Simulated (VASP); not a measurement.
Write the native input for VASP 6.6.1 that does the following.

```
Task                   : relaxation of cell and atoms
Functional             : PBE
Potentials or basis    : VASP PAW PBE potentials, release 64 (Be)
Cutoff                 : 600 eV
k mesh                 : 18 × 18 × 10
Occupations            : methfessel-paxton, width 0.1 eV
Spin                   : no spin polarisation
Target pressure        : 94.7 GPa
Further INCAR settings : ALGO = Normal; EDIFF = 1e-07; IBRION = 2; EDIFFG = -0.005; NSW = 90; ISIF = 3
Target pressure        : 94.7 GPa
```

The structure of Be lies in POSCAR:

```
Be                                      
1.0
    1.9710458284      0.0000000000      0.0000000000
   -0.9855229142      1.7069757595     -0.0000000000
    0.0000000000     -0.0000000000      3.1565785263
  Be            
     2
Direct
     0.3333333332999970    0.6666666667000030    0.2500000000000000
     0.6666666667000030    0.3333333332999970    0.7500000000000000
```

These files were run (other wordings do the same):

INCAR

```
PREC     = Accurate       # precision mode
ENCUT    = 600            # plane-wave cutoff, eV
EDIFF    = 1E-7           # SCF threshold, eV
ISMEAR   = 1              # smearing method
SIGMA    = 0.1            # smearing width, eV
LREAL    = F              # projectors in reciprocal space
LASPH    = T              # aspherical terms in the spheres
NELM     = 80             # most SCF steps
ALGO     = Normal         # electronic algorithm
ISIF     = 3              # what is computed and relaxed
LWAVE    = F              # write WAVECAR
LCHARG   = F              # write CHGCAR
GGA      = PE             # functional
IBRION   = 2              # ionic algorithm
NSW      = 90             # ionic steps
EDIFFG   = -0.005         # ionic threshold
PSTRESS  = 947.0
```

KPOINTS

```
Automatic mesh
0
Gamma
  18 18 10
```

Potentials or basis: VASP PAW PBE potentials, release 64 (Be).

The run is started by

```bash
$ cat potpaw_PBE.64/Be/POTCAR > POTCAR
$ mpirun -np 1 vasp_std > vasp.out
```

It gave:

```yaml
Pressure_after_relaxing: 94.8 GPa
Band_gap_on_the_k_mesh: none (metal or under the smearing width)
```

Caveat: the relaxation stopped at its first step, so nothing moved; the cell is relaxed towards a set pressure, so the enthalpy falls and the energy may rise.

Wall time 6.6 s on 1 thread of Intel(R) Xeon(R) Platinum 8488C (Sapphire Rapids), with other jobs on the host, peak memory 0.13 GiB.
